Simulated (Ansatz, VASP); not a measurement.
## Two plane-wave programs on InP

```
In P
1.0
     0.00000    2.93909    2.93909
     2.93909    0.00000    2.93909
     2.93909    2.93909    0.00000
In P
1 1
Direct
  0.00000 0.00000 0.00000
  0.25000 0.25000 0.25000
```

The cell was built by a generator and needn't be a form met in nature.

Alike in both runs: task relaxation of cell and atoms; functional PBEsol; k mesh 10 × 10 × 10; occupations gaussian, width 0.02 eV; no spin polarisation.

|  | VASP | Ansatz |
| --- | --- | --- |
| version | VASP 6.6.1 | Ansatz 0.2.0 |
| potentials or method | VASP PAW PBE potentials, release 64 (In_d, P) | scalar-relativistic, plane waves, PAW |
| plane-wave cutoff (eV) | 600 | 420 |
| valence electrons in the cell | 18 | 18 |

```tsv
	VASP	Ansatz	Ansatz less VASP
gap on the k mesh at the Fermi level, each at its own relaxed structure (eV)	0.57	0.57	+0.004
relaxed volume (Å³/atom)	25.40	25.39	-0.013
relaxed cell length with the largest relative difference (Å)	4.157	4.157	-0.0007
```

Caveats: the PAW data sets were made with another functional, which shifts forces and pressure a little (VASP); spin-orbit coupling is left out, which moves the levels of the heavy elements. Expect the measured gap to be larger: semilocal functionals such as PBEsol lack the derivative discontinuity.
